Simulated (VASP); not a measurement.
CuAu3: equation of state with PBEsol

The system is CuAu3.

```xyz
4
Lattice="3.9800 0.0000 0.0000 0.0000 3.9800 0.0000 0.0000 0.0000 3.9800" Properties=species:S:1:pos:R:3 pbc="T T T"
Au    1.9900    1.9900    0.0000
Au    1.9900    0.0000    1.9900
Au    0.0000    1.9900    1.9900
Cu    0.0000    0.0000    0.0000
```

```yaml
Program: VASP 6.6.1
Task: equation of state
Functional: PBEsol
Potentials_or_basis: VASP PAW PBE potentials, release 64 (Au, Cu)
Cutoff: 520 eV
k_mesh: 7 × 7 × 7
Occupations: fermi-dirac, width 0.05 eV
Spin: no spin polarisation
```

```
Equilibrium volume                      : 15.67 Å³/atom
Bulk modulus                            : 174 GPa
Pressure derivative of the bulk modulus : 5.8
```

Energy against volume, from the lowest point:
```csv
volume (Å³/atom),energy (meV/atom)
14.816,28.24
15.131,10.51
15.446,1.46
15.761,0.00
16.076,5.19
16.392,16.16
16.707,32.15
```

All runs of the series together: 5 min on 1 thread of Intel(R) Xeon(R) Platinum 8259CL CPU @ 2.50GHz (Skylake/Cascade Lake), on a shared host.

Caveat: the PAW data sets were made with another functional, which shifts forces and pressure a little. Spin-orbit coupling is left out, which matters for the levels of Au.
